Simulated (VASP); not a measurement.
# SiC (F-43m) in VASP: settings compared

One crystal, SiC, is run at these levels: PBE0, PBEsol, r2SCAN; tasks: band structure.

Everything below comes from runs of VASP 6.6.1. Logs are shortened: lines on timing, memory, paths and dates and some standing lists are left out, and cuts for length are marked.

**Measured values to compare with.**

“Insight into the structural, elastic and electronic properties of a new orthorhombic 6O-SiC polytype”, 2020, pmc:7200658 quotes, for a bulk crystal of SiC: band gap 2.4 eV (indirect).

How close the calculation comes is told below.

### Step 1. The structure

Symmetry: F-43m, No. 216, cubic system. The conventional cell has a = 4.358 Å, b = 4.358 Å, c = 4.358 Å, α = 90.00°, β = 90.00°, γ = 90.00°. Si (site symmetry -43m) has 4 C at 1.89 Å as nearest neighbours. C (site symmetry -43m) has 4 Si at 1.89 Å as nearest neighbours.

### Step 2. Band structure, PBE0

POSCAR reads:

```
SiC                                     
1.0
    0.0000000000      2.1790000000      2.1790000000
    2.1790000000      0.0000000000      2.1790000000
    2.1790000000      2.1790000000      0.0000000000
  Si              C             
     1     1
Direct
     0.0000000000000000    0.0000000000000000    0.0000000000000000
     0.2500000000000000    0.2500000000000000    0.2500000000000000
```

INCAR.step1 reads:

```
PREC = Accurate
ENCUT = 520
EDIFF = 1E-5
ISMEAR = 0
SIGMA = 0.03
LREAL = False
LASPH = True
NELM = 80
ALGO = Normal
ISIF = 2
LWAVE = True
LCHARG = False
NBANDS = 11
KPAR = 2
GGA = PE
```

INCAR.step2 reads:

```
PREC = Accurate
ENCUT = 520
EDIFF = 1E-6
ISMEAR = 0
SIGMA = 0.03
LREAL = False
LASPH = True
NELM = 80
ALGO = Normal
ISIF = 2
LWAVE = False
LCHARG = False
GGA = PE
LHFCALC = True
AEXX = 0.25
PRECFOCK = Fast
HFRCUT = -1
NBANDS = 11
KPAR = 2
ISTART = 1
```

KPOINTS reads:

```
regular mesh
0
Gamma
  6 6 6
```

KPOINTS_OPT reads:

```
explicit points
9
Reciprocal
 0.0000000000  0.0000000000  0.0000000000 1
 0.3750000000  0.3750000000  0.7500000000 1
 0.5000000000  0.5000000000  0.5000000000 1
 0.6250000000  0.2500000000  0.6250000000 1
 0.5000000000  0.2500000000  0.7500000000 1
 0.5000000000  0.0000000000  0.5000000000 1
 0.4000000000  0.0000000000  0.4000000000 1
 0.4250000000  0.0000000000  0.4250000000 1
 0.4500000000  0.0000000000  0.4500000000 1
```

Potentials or basis: VASP PAW PBE potentials, release 64 (Si, C).

Run with:

```sh
> cat potpaw_PBE.64/Si/POTCAR potpaw_PBE.64/C/POTCAR > POTCAR
> cp INCAR.step1 INCAR
> mpirun -np 2 vasp_std > vasp.out
> cp INCAR.step2 INCAR
> mpirun -np 2 vasp_std > vasp.out
```

OUTCAR:

```text
PREC = Accurate
   ENCUT = 520
   EDIFF = 1E-6
   ISMEAR = 0
   LREAL = False
   LASPH = True
   NELM = 80
   ISIF = 2
   GGA = PE
   LHFCALC = True
   AEXX = 0.25
   PRECFOCK = Fast
   ISTART = 1

 ion  position               nearest neighbor table
   1  0.000  0.000  0.000-   2 1.89   2 1.89   2 1.89   2 1.89
   2  0.250  0.250  0.250-   1 1.89   1 1.89   1 1.89   1 1.89

  LATTYP: Found a face centered cubic cell.
 ALAT       =     4.3580000000

  Lattice vectors:

 A1 = (   0.0000000000,   2.1790000000,   2.1790000000)
 A2 = (   2.1790000000,   0.0000000000,   2.1790000000)
 A3 = (   2.1790000000,   2.1790000000,   0.0000000000)

Analysis of symmetry for initial positions (statically):
=====================================================================
 Subroutine PRICEL returns:
 Original cell was already a primitive cell.

 Routine SETGRP: Setting up the symmetry group for a
 face centered cubic supercell.

 Subroutine GETGRP returns: Found 24 space group operations
 (whereof 24 operations were pure point group operations)
 out of a pool of 48 trial point group operations.

The static configuration has the point symmetry T_d .

Analysis of symmetry for dynamics (positions and initial velocities):
=====================================================================
 Subroutine PRICEL returns:
 Original cell was already a primitive cell.

 Routine SETGRP: Setting up the symmetry group for a
 face centered cubic supercell.

 Subroutine GETGRP returns: Found 24 space group operations
 (whereof 24 operations were pure point group operations)
 out of a pool of 48 trial point group operations.

The dynamic configuration has the point symmetry T_d .

 Subroutine INISYM returns: Found 24 space group operations
 (whereof 24 operations are pure point group operations),
 and found     1 'primitive' translations

----------------------------------------------------------------------------------------

                                     Primitive cell

  volume of cell :      20.6920

  direct lattice vectors                    reciprocal lattice vectors
     0.000000000  2.179000000  2.179000000    -0.229463056  0.229463056  0.229463056
     2.179000000  0.000000000  2.179000000     0.229463056 -0.229463056  0.229463056
     2.179000000  2.179000000  0.000000000     0.229463056  0.229463056 -0.229463056

  length of vectors
     3.081571352  3.081571352  3.081571352     0.397441672  0.397441672  0.397441672

  position of ions in fractional coordinates (direct lattice)
[... 88 lines left out ...]
   IMIX   =      1    mixing-type and parameters
     AMIX     =   0.40;   BMIX     =  1.00
     AMIX_MAG =   1.60;   BMIX_MAG =  1.00
  volume/ion in A,a.u.               =      10.35        69.82
  Fermi-wavevector in a.u.,A,eV,Ry     =   1.192626  2.253736 19.352338  1.422357
  Thomas-Fermi vector in A             =   2.328660
   LORBIT       =      0    0 simple, 1 ext, 2 COOP (PROOUT), +10 PAW based schemes
   GGA     = PE    functional components
   LHFCALC =     T    Hartree Fock is set to
   PRECFOCK=fast      Normal, Fast or Accurate (Low or Medium for compatibility)
   ENCUT4O =  -1.0   cutoff for four orbital integrals eV
   NKREDX  =     1    reduce k-point grid by
   NKREDY  =     1    reduce k-point grid by
   NKREDZ  =     1    reduce k-point grid by
   AEXX    =    0.2500 exact exchange contribution
   HFSCREEN=    0.0000 screening length (either q_TF or 0.3 A-1)
   HFSCREENC=   0.0000 screening length for correlation (either q_TF or 0.3 A-1)
   ENCUTFOCK=  -1.0 apply spherical cutoff to Coloumb kernel
   IVDW    =     0    specifies the selected vdW correction
   LEPSILON=     F    determine dielectric tensor
   LRPA    =     F    only Hartree local field effects (RPA)
 non-spin polarized calculation
 Gauss-broadening in eV      SIGMA  =   0.03
  energy-cutoff  :      520.00
  volume of cell :       20.69
 maximum number of plane-waves:       568
  NGX = 14; NGY = 14; NGZ = 14

 number of electron       8.0000001 magnetization

 Free energy of the ion-electron system (eV)
  ---------------------------------------------------
  ext. energy  EPLUGINS =         0.00000000
  ---------------------------------------------------
  free energy    TOTEN  =       -18.46394211 eV

  energy without entropy =      -18.46394211  energy(sigma->0) =      -18.46394211

 E-fermi :   7.2995     XC(G=0):  -8.9493

 val. band max:        7.1162038119   @ k =   0.0000   0.0000   0.0000
 cond. band min:      10.0799196254   @ k =   0.5000   0.5000   0.0000
 fundamental gap:      2.9637158135
 Fermi energy:         7.2994931144

 k-point     1 :       0.0000    0.0000    0.0000
  band No.  band energies     occupation
      1      -9.9256      2.00000
      2       7.1162      2.00000
      3       7.1162      2.00000
      4       7.1162      2.00000
      5      15.4089      0.00000
      6      16.4522      0.00000
      7      16.4522      0.00000
      8      16.4522      0.00000
      9      23.9760      0.00000
     10      23.9760      0.00000
     11      25.8537      0.00000
[... 197 lines left out ...]
 k-point    16 :      -0.3333    0.5000    0.1667
  band No.  band energies     occupation
      1      -4.3260      2.00000
      2      -0.9117      2.00000
      3       2.1703      2.00000
      4       2.3556      2.00000
      5      12.8924      0.00000
      6      16.2013      0.00000
      7      20.3132      0.00000
      8      21.7556      0.00000
      9      24.0011      0.00000
     10      27.4642      0.00000
     11      31.0763      0.00000

------------------------ aborting loop because EDIFF is reached ----------------------------------------

  FORCE on cell =-STRESS in cart. coord.  units (eV):
  Direction    XX          YY          ZZ          XY          YZ          ZX
  --------------------------------------------------------------------------------------
  -------------------------------------------------------------------------------------
  Total       -0.2522702     -0.2522702     -0.2522702      0.0000000     -0.0000000      0.0000000
  in kB      -19.5332624    -19.5332624    -19.5332624      0.0000000     -0.0000000      0.0000000
  external PRESSURE =     -19.5332624 kB  Pullay stress =       0.0000000 kB

 VOLUME and BASIS-vectors are now :
 -----------------------------------------------------------------------------
  energy-cutoff  :      520.00
  volume of cell :       20.69
      direct lattice vectors                 reciprocal lattice vectors
     0.000000000  2.179000000  2.179000000    -0.229463056  0.229463056  0.229463056
     2.179000000  0.000000000  2.179000000     0.229463056 -0.229463056  0.229463056
     2.179000000  2.179000000  0.000000000     0.229463056  0.229463056 -0.229463056

 POSITION                                       TOTAL-FORCE (eV/Angst)
 -----------------------------------------------------------------------------------
      0.00000      0.00000      0.00000         0.000000     -0.000000      0.000000
      1.08950      1.08950      1.08950        -0.000000      0.000000     -0.000000
 -----------------------------------------------------------------------------------
    total drift:                                0.000001      0.000000      0.000001

  FREE ENERGIE OF THE ION-ELECTRON SYSTEM (eV)
  ---------------------------------------------------
  free  energy   TOTEN  =       -18.4639421106 eV

  energy  without entropy=      -18.4639421106  energy(sigma->0) =      -18.46394211
```

OUTCAR.step1:

```text
PREC = Accurate
   ENCUT = 520
   EDIFF = 1E-5
   ISMEAR = 0
   LREAL = False
[... 436 lines left out ...]
      0.00000      0.00000      0.00000        -0.000000     -0.000000     -0.000000
      1.08950      1.08950      1.08950         0.000000      0.000000      0.000000
 -----------------------------------------------------------------------------------
    total drift:                                0.000000      0.000000      0.000000

  FREE ENERGIE OF THE ION-ELECTRON SYSTEM (eV)
  ---------------------------------------------------
  free  energy   TOTEN  =       -15.0471060579 eV

  energy  without entropy=      -15.0471060579  energy(sigma->0) =      -15.04710606
```

Run time: 1.8 min. Hardware: 2 MPI ranks of Intel Xeon Platinum 8259CL at 2.50GHz (Skylake/Cascade Lake), shared host; peak memory 0.14 GiB.

What came out:

```
Free energy             : -18.4639 eV
Pressure                : -2.0 GPa
Band gap on the k mesh  : 2.96 eV, indirect (least direct gap 6.48 eV)
Band gap along the path : 2.96 eV, indirect (least direct gap 6.48 eV)
```

Caveat: the PAW data sets were made with another functional, which shifts forces and pressure a little.

(Continued in part 2 of 2.)
